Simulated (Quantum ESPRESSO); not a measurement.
# ZnS (Wurtzite-4H) (P6_3mc) in Quantum ESPRESSO: equation of state

Aim: energy against volume of ZnS (Wurtzite-4H) in PBE, for its equilibrium volume and stiffness.

All numbers are computed with Quantum ESPRESSO 7.5; they aren't measurements. Logs are shortened: lines on timing, memory, paths and dates and some standing lists are left out, and cuts for length are marked.

### 1 The structure

It takes space group P6_3mc (No. 186, hexagonal). The conventional cell has a = 3.823 Å, b = 3.823 Å, c = 12.520 Å, α = 90.00°, β = 90.00°, γ = 120.00°. Zn (site symmetry 3m) is surrounded by 4 S at 2.34 to 2.35 Å. Zn (site symmetry 3m) is surrounded by 4 S at 2.34 to 2.35 Å. Around S (site symmetry 3m) lie 4 Zn at 2.34 to 2.35 Å. Around S (site symmetry 3m) lie 4 Zn at 2.34 to 2.35 Å.

### 2 Single point, PBE, 18.62 Å³/atom

pw.in

```
&CONTROL
  calculation = 'scf'
  prefix = 'pwscf'
  outdir = './tmp'
  pseudo_dir = './pseudo'
  tstress = .true.
  disk_io = 'nowf'
/
&SYSTEM
  ibrav = 0
  nat = 8
  ntyp = 2
  ecutwfc = 55
  ecutrho = 440
  nbnd = 67
  occupations = 'smearing'
  smearing = 'fd'
  degauss = 0.00367493
/
&ELECTRONS
  conv_thr = 1.6d-09
  electron_maxstep = 120
  mixing_beta = 0.5
/
ATOMIC_SPECIES
Zn    65.3800 Zn_pbe_v1.uspp.F.UPF
S     32.0600 s_pbe_v1.4.uspp.F.UPF
CELL_PARAMETERS angstrom
   3.7446638178    0.0000000000    0.0000000000
  -1.8723319089    3.2429739948    0.0000000000
   0.0000000000    0.0000000000   12.2644180811
ATOMIC_POSITIONS crystal
Zn     0.6666666667    0.3333333333    0.7500000000
Zn     0.3333333333    0.6666666667    0.2500000000
Zn     0.0000000000    0.0000000000    0.5000000000
Zn     0.0000000000    0.0000000000    0.0000000000
S      0.6666666667    0.3333333333    0.9375000000
S      0.3333333333    0.6666666667    0.4375000000
S      0.0000000000    0.0000000000    0.6875000000
S      0.0000000000    0.0000000000    0.1875000000
K_POINTS automatic
8 8 3 0 0 0
```

Potentials or basis: SSSP 1.3 efficiency PBE.

On the command line:

```sh
> OMP_NUM_THREADS=1 mpirun -n 2 pw.x -nk 2 -in pw.in > pw.out
```

pw.out:

```text
This program is part of the open-source Quantum ESPRESSO suite
     for quantum simulation of materials; please cite
[... 13 lines left out ...]
     --------------------
     sticks:   dense  smooth     PW     G-vecs:    dense   smooth      PW
     Sum        1519     757    211               156605    55429    8561

     Using Slab Decomposition

     bravais-lattice index     =            0
     lattice parameter (alat)  =       7.0764  a.u.
     unit-cell volume          =    1005.0782 (a.u.)^3
     number of atoms/cell      =            8
     number of atomic types    =            2
     number of electrons       =       104.00
     number of Kohn-Sham states=           67
     kinetic-energy cutoff     =      55.0000  Ry
     charge density cutoff     =     440.0000  Ry
     scf convergence threshold =      1.6E-09
     mixing beta               =       0.5000
     number of iterations used =            8  plain     mixing
     Exchange-correlation=  SLA  PW   PBX  PBC
                           (   1   4   3   4   0   0   0)

     celldm(1)=   7.076389  celldm(2)=   0.000000  celldm(3)=   0.000000
     celldm(4)=   0.000000  celldm(5)=   0.000000  celldm(6)=   0.000000

     crystal axes: (cart. coord. in units of alat)
               a(1) = (   1.000000   0.000000   0.000000 )
               a(2) = (  -0.500000   0.866025   0.000000 )
               a(3) = (   0.000000   0.000000   3.275172 )

     reciprocal axes: (cart. coord. in units 2 pi/alat)
               b(1) = (  1.000000  0.577350 -0.000000 )
               b(2) = (  0.000000  1.154701  0.000000 )
               b(3) = (  0.000000 -0.000000  0.305327 )

     PseudoPot. # 1 for Zn read from file:
     Zn_pbe_v1.uspp.F.UPF
     Pseudo is Ultrasoft, Zval = 20.0
     Generated by new atomic code, or converted to UPF format
     Using radial grid of  943 points,  6 beta functions with:
                l(1) =   0
                l(2) =   0
                l(3) =   1
                l(4) =   1
                l(5) =   2
                l(6) =   2
     Q(r) pseudized with  8 coefficients,  rinner =    1.100   1.100   1.100
                                                       1.100   1.100

     PseudoPot. # 2 for S  read from file:
     s_pbe_v1.4.uspp.F.UPF
     Pseudo is Ultrasoft + core correction, Zval =  6.0
     Generated by new atomic code, or converted to UPF format
     Using radial grid of  907 points,  6 beta functions with:
                l(1) =   0
                l(2) =   0
                l(3) =   1
                l(4) =   1
                l(5) =   2
                l(6) =   2
     Q(r) pseudized with  8 coefficients,  rinner =    1.300   1.300   1.300
                                                       1.300   1.300

     atomic species   valence    mass     pseudopotential
     Zn               20.00    65.38000     Zn( 1.00)
     S                 6.00    32.06000     S ( 1.00)

     12 Sym. Ops. (no inversion) found ( 6 have fractional translation)

   Cartesian axes

     site n.     atom                  positions (alat units)
         1        Zn     tau(   1) = (   0.5000000   0.2886751   2.4563790  )
         2        Zn     tau(   2) = (  -0.0000000   0.5773503   0.8187930  )
         3        Zn     tau(   3) = (   0.0000000   0.0000000   1.6375860  )
         4        Zn     tau(   4) = (   0.0000000   0.0000000   0.0000000  )
         5        S      tau(   5) = (   0.5000000   0.2886751   3.0704737  )
         6        S      tau(   6) = (  -0.0000000   0.5773503   1.4328877  )
         7        S      tau(   7) = (   0.0000000   0.0000000   2.2516807  )
         8        S      tau(   8) = (   0.0000000   0.0000000   0.6140947  )

     number of k points=    20  Fermi-Dirac smearing, width (Ry)=  0.0037
                       cart. coord. in units 2pi/alat
        k(    1) = (   0.0000000   0.0000000   0.0000000), wk =   0.0104167
        k(    2) = (   0.0000000   0.0000000   0.1017758), wk =   0.0208333
        k(    3) = (   0.0000000   0.1443376   0.0000000), wk =   0.0625000
        k(    4) = (   0.0000000   0.1443376   0.1017758), wk =   0.1250000
        k(    5) = (   0.0000000   0.2886751   0.0000000), wk =   0.0625000
        k(    6) = (   0.0000000   0.2886751   0.1017758), wk =   0.1250000
[... 12 lines left out ...]
        k(   19) = (   0.2500000   0.5773503   0.0000000), wk =   0.0625000
        k(   20) = (   0.2500000   0.5773503   0.1017758), wk =   0.1250000

     Dense  grid:   156605 G-vectors     FFT dimensions: (  48,  48, 160)

     Smooth grid:    55429 G-vectors     FFT dimensions: (  36,  36, 120)

     Initial potential from superposition of free atoms

     starting charge     103.9993, renormalised to     104.0000
     Starting wfcs are   68 randomized atomic wfcs

     Self-consistent Calculation

     iteration #  1     ecut=    55.00 Ry     beta= 0.50
     Davidson diagonalization with overlap
     ethr =  1.00E-02,  avg # of iterations =  5.1

     Threshold (ethr) on eigenvalues was too large:
     Diagonalizing with lowered threshold

     Davidson diagonalization with overlap
     ethr =  4.06E-04,  avg # of iterations =  2.0

     total energy              =   -1942.95173412 Ry
     estimated scf accuracy    <       0.41639714 Ry

     iteration #  2     ecut=    55.00 Ry     beta= 0.50
     Davidson diagonalization with overlap
     ethr =  4.00E-04,  avg # of iterations =  2.0

     total energy              =   -1943.05022057 Ry
     estimated scf accuracy    <       0.10206332 Ry

     iteration #  3     ecut=    55.00 Ry     beta= 0.50
     Davidson diagonalization with overlap
     ethr =  9.81E-05,  avg # of iterations =  3.0

     total energy              =   -1943.07087306 Ry
     estimated scf accuracy    <       0.00695549 Ry
[... 40 lines left out ...]
     total energy              =   -1943.07139874 Ry
     estimated scf accuracy    <       0.00000001 Ry

     iteration # 10     ecut=    55.00 Ry     beta= 0.50
     Davidson diagonalization with overlap
     ethr =  1.37E-11,  avg # of iterations =  2.0

     total energy              =   -1943.07139874 Ry
     estimated scf accuracy    <          3.0E-09 Ry

     iteration # 11     ecut=    55.00 Ry     beta= 0.50
     Davidson diagonalization with overlap
     ethr =  2.84E-12,  avg # of iterations =  2.4

     End of self-consistent calculation

          k = 0.0000 0.0000 0.0000 (  6937 PWs)   bands (ev):

  -117.4630-117.4630-117.4533-117.4533 -71.6321 -71.6321 -71.6320 -71.6320
   -71.6310 -71.6310 -71.6225 -71.6225 -71.6220 -71.6220 -71.6220 -71.6220
    -5.9902  -5.5262  -5.5140  -4.9494   1.0121   1.0164   1.0164   1.0213
     1.0372   1.0594   1.0594   1.0863   1.0863   1.1262   1.1262   1.5577
     1.5577   1.5662   1.5662   1.6011   1.6011   1.6199   1.6199   1.7611
     1.9288   4.6013   4.6211   6.6294   6.6294   7.0698   7.0698   7.0885
     7.0885   7.5481   7.5929   7.5929   9.9921  10.8882  11.1353  11.3978
    13.8631  13.8631  13.9816  14.1823  14.1823  14.5130  14.6439  14.6940
    14.6940  14.8477  14.8477

          k = 0.0000 0.0000 0.1018 (  6973 PWs)   bands (ev):

  -117.4630-117.4630-117.4533-117.4533 -71.6321 -71.6321 -71.6321 -71.6321
   -71.6310 -71.6310 -71.6225 -71.6225 -71.6220 -71.6220 -71.6220 -71.6220
    -5.9316  -5.7651  -5.2505  -5.0337   1.0028   1.0073   1.0238   1.0238
     1.0429   1.0429   1.1019   1.1019   1.1195   1.1195   1.1346   1.3808
     1.5599   1.5599   1.5642   1.5642   1.6058   1.6058   1.6152   1.6152
     2.5563   3.4939   5.8155   6.6870   6.6870   6.8481   6.8481   6.9519
     7.3258   7.3258   7.5189   7.5189  10.4757  10.9459  11.0260  11.2030
    13.8785  13.9141  13.9503  13.9503  14.1163  14.1163  14.6986  14.6986
    14.7823  14.7823  15.6188
[... 61 lines left out ...]
          k = 0.0000 0.4330 0.1018 (  6910 PWs)   bands (ev):

  -117.4630-117.4630-117.4533-117.4533 -71.6322 -71.6322 -71.6321 -71.6321
   -71.6310 -71.6310 -71.6225 -71.6225 -71.6222 -71.6222 -71.6221 -71.6221
    -5.1373  -5.0377  -4.7561  -4.6502   0.9539   0.9881   1.0958   1.1135
     1.1428   1.1800   1.2509   1.2843   1.2898   1.3291   1.3752   1.4395
     1.5641   1.5834   1.5906   1.6006   1.6347   1.6512   1.7412   1.8850
     2.6319   2.7969   3.3234   3.7046   4.3977   4.9740   5.4223   5.6573
     6.0628   6.3582   6.4077   6.6488  11.1306  11.4193  11.6410  11.9422
    12.4824  12.8835  14.0122  14.3047  14.7628  15.4125  15.6640  16.1872
    16.8235  17.3206  17.3782

          k = 0.0000-0.5774 0.0000 (  6906 PWs)   bands (ev):

  -117.4630-117.4630-117.4533-117.4533 -71.6323 -71.6323 -71.6321 -71.6321
   -71.6310 -71.6310 -71.6225 -71.6224 -71.6223 -71.6222 -71.6221 -71.6221
    -4.9543  -4.7815  -4.7720  -4.5958   0.9330   1.0361   1.0982   1.1347
     1.1409   1.2487   1.2672   1.3352   1.3571   1.3817   1.4095   1.5545
     1.6128   1.6258   1.6322   1.6675   1.6894   1.7482   1.8074   1.8109
     2.1348   2.4782   2.8986   3.1292   4.3961   4.9802   5.1524   5.8290
     5.8372   5.8674   6.3681   6.6262  10.9047  10.9205  11.3382  11.9274
    12.4898  13.2018  13.8119  14.1292  14.4530  15.7700  16.0158  16.4485
    16.4653  17.2473  18.1924

          k = 0.0000-0.5774 0.1018 (  6928 PWs)   bands (ev):

  -117.4630-117.4630-117.4533-117.4533 -71.6323 -71.6323 -71.6321 -71.6321
   -71.6310 -71.6310 -71.6225 -71.6225 -71.6223 -71.6222 -71.6221 -71.6221
    -4.9307  -4.8660  -4.6868  -4.6203   0.9571   1.0075   1.1097   1.1270
     1.1557   1.1974   1.3205   1.3473   1.3654   1.3656   1.4215   1.4953
     1.6143   1.6191   1.6439   1.6599   1.7206   1.7484   1.7898   1.7924
     2.2633   2.4732   2.8236   2.9871   4.6728   5.0133   5.2401   5.4842
     5.8313   6.1355   6.2090   6.5092  11.1596  11.1627  11.5098  11.7403
    12.3950  12.4968  13.9515  14.1670  14.7057  15.4115  16.0117  16.4002
    17.0288  17.7218  17.8993

          k = 0.1250 0.2165 0.0000 (  6971 PWs)   bands (ev):

  -117.4630-117.4630-117.4533-117.4533 -71.6322 -71.6321 -71.6321 -71.6321
   -71.6310 -71.6310 -71.6225 -71.6225 -71.6221 -71.6221 -71.6221 -71.6221
    -5.6603  -5.2567  -5.2445  -4.7759   0.9899   1.0061   1.0077   1.0694
     1.0914   1.1260   1.1375   1.1431   1.1531   1.1692   1.2364   1.5005
     1.5218   1.5470   1.5706   1.5830   1.6050   1.6097   1.6331   1.8743
     2.3684   4.3034   4.3453   4.9512   5.5379   5.6875   5.8928   6.0858
     6.2937   6.5520   6.9882   7.1638  11.5992  12.3947  12.4183  12.7646
    12.9055  13.1479  13.4204  13.8119  14.1888  14.7803  14.7887  14.9910
    15.5620  15.6513  16.5030
[... 97 lines left out ...]
          k = 0.2500 0.5774 0.1018 (  6918 PWs)   bands (ev):

  -117.4630-117.4630-117.4533-117.4533 -71.6322 -71.6322 -71.6322 -71.6322
   -71.6310 -71.6310 -71.6225 -71.6225 -71.6222 -71.6222 -71.6221 -71.6221
    -4.7677  -4.7355  -4.6569  -4.6313   1.0704   1.0823   1.1685   1.1967
     1.2156   1.2336   1.2890   1.3220   1.4185   1.4318   1.4728   1.5001
     1.5535   1.5610   1.5868   1.6068   1.8028   1.8341   1.8996   1.9269
     2.5528   2.6032   2.8400   2.9113   4.0517   4.1740   4.7408   4.9333
     5.2308   5.6262   5.9739   5.9813  11.9668  12.0177  12.5457  13.0513
    13.5853  13.6889  13.9452  14.3498  14.9745  15.2612  15.5826  16.2825
    16.7363  16.8308  17.3959

     the Fermi energy is     8.8169 ev

!    total energy              =   -1943.07139874 Ry
     estimated scf accuracy    <          7.0E-10 Ry
     smearing contrib. (-TS)   =      -0.00000000 Ry
     internal energy E=F+TS    =   -1943.07139874 Ry

     The total energy is F=E-TS. E is the sum of the following terms:
     one-electron contribution =   -1791.01908751 Ry
     hartree contribution      =     925.68649316 Ry
     xc contribution           =    -203.01046997 Ry
     ewald contribution        =    -874.72833442 Ry

     convergence has been achieved in  11 iterations

     Computing stress (Cartesian axis) and pressure

          total   stress  (Ry/bohr**3)                   (kbar)     P=       67.19
   0.00046015   0.00000000  -0.00000000           67.69        0.00       -0.00
   0.00000000   0.00046015  -0.00000000            0.00       67.69       -0.00
  -0.00000000  -0.00000000   0.00044997           -0.00       -0.00       66.19

=------------------------------------------------------------------------------=
   JOB DONE.
=------------------------------------------------------------------------------=
```

Run time: 1.9 min. Hardware: 2 MPI ranks of Intel Xeon Platinum 8488C (Sapphire Rapids), shared host; peak memory 0.88 GiB.

Results:

```
Free energy            : -26436.8332 eV
Pressure               : 6.7 GPa
Band gap on the k mesh : 2.40 eV, direct
```

Caveat: an odd mesh through Γ misses points on the zone boundary, where band edges often lie.

### 3 Single point, PBE, 19.01 Å³/atom

pw.in: that of step 2 with these lines changed.

```diff
@@ -28,5 +28,5 @@
 CELL_PARAMETERS angstrom
-   3.7446638178    0.0000000000    0.0000000000
-  -1.8723319089    3.2429739948    0.0000000000
-   0.0000000000    0.0000000000   12.2644180811
+   3.7710355586    0.0000000000    0.0000000000
+  -1.8855177793    3.2658125923    0.0000000000
+   0.0000000000    0.0000000000   12.3507900682
 ATOMIC_POSITIONS crystal
```

Potentials or basis: SSSP 1.3 efficiency PBE.

On the command line:

```sh
> OMP_NUM_THREADS=1 mpirun -n 2 pw.x -nk 2 -in pw.in > pw.out
```

It took 1.8 min on 2 MPI ranks of Intel Xeon Platinum 8488C (Sapphire Rapids), shared host; peak memory 0.88 GiB.

It converged, with:

- Free energy: -26436.9474 eV
- Pressure: 4.7 GPa
- Band gap on the k mesh: 2.30 eV, direct

Caveat: an odd mesh through Γ misses points on the zone boundary, where band edges often lie.

### 4 Single point, PBE, 19.41 Å³/atom

pw.in: that of step 3 with these lines changed.

```diff
@@ -28,5 +28,5 @@
 CELL_PARAMETERS angstrom
-   3.7710355586    0.0000000000    0.0000000000
-  -1.8855177793    3.2658125923    0.0000000000
-   0.0000000000    0.0000000000   12.3507900682
+   3.7970435223    0.0000000000    0.0000000000
+  -1.8985217611    3.2883361495    0.0000000000
+   0.0000000000    0.0000000000   12.4359706225
 ATOMIC_POSITIONS crystal
```

On the command line:

```sh
> OMP_NUM_THREADS=1 mpirun -n 2 pw.x -nk 2 -in pw.in > pw.out
```

Run time: 2 min. Hardware: 2 MPI ranks of Intel Xeon Platinum 8488C (Sapphire Rapids), shared host; peak memory 0.9 GiB.

It converged, with:

```
Free energy            : -26437.0246 eV
Pressure               : 3.0 GPa
Band gap on the k mesh : 2.21 eV, direct
```

Caveat: an odd mesh through Γ misses points on the zone boundary, where band edges often lie.

### 5 Single point, PBE, 19.81 Å³/atom

pw.in: that of step 4 with these lines changed.

```diff
@@ -28,5 +28,5 @@
 CELL_PARAMETERS angstrom
-   3.7970435223    0.0000000000    0.0000000000
-  -1.8985217611    3.2883361495    0.0000000000
-   0.0000000000    0.0000000000   12.4359706225
+   3.8227000000    0.0000000000    0.0000000000
+  -1.9113500000    3.3105553110    0.0000000000
+   0.0000000000    0.0000000000   12.5200000000
 ATOMIC_POSITIONS crystal
```

On the command line:

```sh
> OMP_NUM_THREADS=1 mpirun -n 2 pw.x -nk 2 -in pw.in > pw.out
```

It took 1.9 min on 2 MPI ranks of Intel Xeon Platinum 8488C (Sapphire Rapids), shared host; peak memory 0.92 GiB.

It converged, with:

* Free energy: -26437.0686 eV
* Pressure: 1.3 GPa
* Band gap on the k mesh: 2.12 eV, direct

Caveat: an odd mesh through Γ misses points on the zone boundary, where band edges often lie.

### 6 Single point, PBE, 20.20 Å³/atom

pw.in: that of step 5 with these lines changed.

```diff
@@ -28,5 +28,5 @@
 CELL_PARAMETERS angstrom
-   3.8227000000    0.0000000000    0.0000000000
-  -1.9113500000    3.3105553110    0.0000000000
-   0.0000000000    0.0000000000   12.5200000000
+   3.8480166318    0.0000000000    0.0000000000
+  -1.9240083159    3.3324801573    0.0000000000
+   0.0000000000    0.0000000000   12.6029163237
 ATOMIC_POSITIONS crystal
```

Potentials or basis: SSSP 1.3 efficiency PBE.

On the command line:

```sh
> OMP_NUM_THREADS=1 mpirun -n 2 pw.x -nk 2 -in pw.in > pw.out
```

Wall time 1.9 min (2 MPI ranks of Intel Xeon Platinum 8488C (Sapphire Rapids), shared host); peak memory 0.94 GiB.

It converged, with:

| Quantity | Value |
| --- | --- |
| Free energy | -26437.0827 eV |
| Pressure | -0.1 GPa |
| Band gap on the k mesh | 2.04 eV, direct |

Caveat: an odd mesh through Γ misses points on the zone boundary, where band edges often lie.

### 7 Single point, PBE, 20.60 Å³/atom

pw.in: that of step 6 with these lines changed.

```diff
@@ -28,5 +28,5 @@
 CELL_PARAMETERS angstrom
-   3.8480166318    0.0000000000    0.0000000000
-  -1.9240083159    3.3324801573    0.0000000000
-   0.0000000000    0.0000000000   12.6029163237
+   3.8730044530    0.0000000000    0.0000000000
+  -1.9365022265    3.3541202452    0.0000000000
+   0.0000000000    0.0000000000   12.6847557358
 ATOMIC_POSITIONS crystal
```

On the command line:

```sh
> OMP_NUM_THREADS=1 mpirun -n 2 pw.x -nk 2 -in pw.in > pw.out
```

It took 1.9 min on 2 MPI ranks of Intel Xeon Platinum 8488C (Sapphire Rapids), shared host; peak memory 0.94 GiB.

It converged, with:

```yaml
Free_energy: -26437.0700 eV
Pressure: -1.4 GPa
Band_gap_on_the_k_mesh: 1.95 eV, direct
```

Caveat: an odd mesh through Γ misses points on the zone boundary, where band edges often lie.

### 8 Single point, PBE, 20.99 Å³/atom

pw.in: that of step 7 with these lines changed.

```diff
@@ -28,5 +28,5 @@
 CELL_PARAMETERS angstrom
-   3.8730044530    0.0000000000    0.0000000000
-  -1.9365022265    3.3541202452    0.0000000000
-   0.0000000000    0.0000000000   12.6847557358
+   3.8976739363    0.0000000000    0.0000000000
+  -1.9488369681    3.3754846444    0.0000000000
+   0.0000000000    0.0000000000   12.7655525367
 ATOMIC_POSITIONS crystal
```

On the command line:

```sh
> OMP_NUM_THREADS=1 mpirun -n 2 pw.x -nk 2 -in pw.in > pw.out
```

It took 2 min on 2 MPI ranks of Intel Xeon Platinum 8488C (Sapphire Rapids), shared host; peak memory 0.98 GiB.

The run converged. Its results:

| Item | Value |
| --- | --- |
| Free energy | -26437.0332 eV |
| Pressure | -2.5 GPa |
| Band gap on the k mesh | 1.87 eV, direct |

Caveat: an odd mesh through Γ misses points on the zone boundary, where band edges often lie.

### 9 Equation of state, PBE

Potentials or basis: SSSP 1.3 efficiency PBE.

No new run: the results of the series are fitted here.

What came out:

* Equilibrium volume: 20.21 Å³/atom
* Bulk modulus at fixed shape and positions: 69 GPa
* Pressure derivative of the bulk modulus: 4.4

Energy against volume, from the lowest point:
| volume (Å³/atom) | energy (meV/atom) |
| --- | --- |
| 18.617 | 31.19 |
| 19.013 | 16.91 |
| 19.409 | 7.26 |
| 19.805 | 1.77 |
| 20.202 | 0.00 |
| 20.598 | 1.59 |
| 20.994 | 6.19 |

Caveat: the cell was scaled at fixed shape and fractional positions, which overstates the stiffness of a crystal with free parameters, most of all of layers and chains.
